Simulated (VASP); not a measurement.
Input of a VASP 6.6.1 run:

INCAR

```
PREC     = Accurate       # precision mode
ENCUT    = 600            # plane-wave cutoff, eV
EDIFF    = 1E-6           # SCF threshold, eV
ISMEAR   = -1             # smearing method
SIGMA    = 0.05           # smearing width, eV
LREAL    = F              # projectors in reciprocal space
LASPH    = T              # aspherical terms in the spheres
NELM     = 80             # most SCF steps
ALGO     = Normal         # electronic algorithm
ISIF     = 3              # what is computed and relaxed
LWAVE    = F              # write WAVECAR
LCHARG   = F              # write CHGCAR
GGA      = RE             # functional
IBRION   = 2              # ionic algorithm
NSW      = 60             # ionic steps
EDIFFG   = -0.02          # ionic threshold
```

KPOINTS

```
Automatic mesh
0
Gamma
  6 6 3
```

The input POSCAR:

```
MgS
1.0
    4.0346224068      0.0000000000      0.0000000000
   -2.0173112034      3.4940854990      0.0000000000
    0.0000000000      0.0000000000      6.4322941800
S Mg
2 2
Direct
    0.6666666667      0.3333333333      0.8792441500
    0.3333333333      0.6666666667      0.3792441500
    0.3333333333      0.6666666667      0.9957548500
    0.6666666667      0.3333333333      0.4957548500
```

Potentials or basis: VASP PAW PBE potentials, release 64 (S, Mg).

Command:

```console
$ cat potpaw_PBE.64/S/POTCAR potpaw_PBE.64/Mg/POTCAR > POTCAR
$ mpirun -np 1 vasp_std > vasp.out
```

(1) What does it give for the relaxed cell?

(2) What does it give for the band gap on the k mesh?

(3) Predict the relaxed volume.

(4) Predict the space group after relaxing (to 0.05 Å).

## Answers

(1) a = 4.089 Å, b = 4.089 Å, c = 6.514 Å, α = 90.00°, β = 90.00°, γ = 120.00°.

(2) 3.42 eV, direct.

(3) 23.59 Å³/atom.

(4) P6_3mc (No. 186).

Caveat: the PAW data sets were made with another functional, which shifts forces and pressure a little.
